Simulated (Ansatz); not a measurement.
Runs of Ansatz 0.2.0 on Br. The structure is orthorhombic, space group Cmce (No. 64). Conventional cell: a = 6.726 Å, b = 4.645 Å, c = 8.702 Å, α = 90.00°, β = 90.00°, γ = 90.00°. Around Br (site symmetry m) lie 1 Br at 2.29 Å. 

```tsv
level	cutoff (eV)	gap on the mesh (eV)	pressure (GPa)	largest force (eV/Å)
BLYP	420	1.85	3.7	1.26
RPBE	420	1.95	(d)	0.85
PBEsol	420	1.82	0.1	0.72
r2SCAN	500	(a)	(c)	0.59
LDA	420	1.74	-1.2	(b)
revPBE	420	1.93	3.1	0.85
```

Alike in all rows: task band structure; potentials or basis Ansatz PAW; no spin polarisation; cell as given; k mesh 4 × 4 × 2; smearing fermi-dirac 0.05 eV.

Question: Estimate the missing entries.

Answer: (a) 2.17; (b) 0.69; (c) 0.7; (d) 3.5.

Caveats: the PAW data sets come from PBE, with cores solved anew for the run's functional, which leaves a small shift of forces and pressure; forces of over 1 eV/Å show positions far from the minimum, so gaps and moduli don't describe the material at rest (some runs).

A k mesh can miss the band edges, and the runs leave out spin-orbit coupling on Br.

Runs at the PBE level aren't shown here.
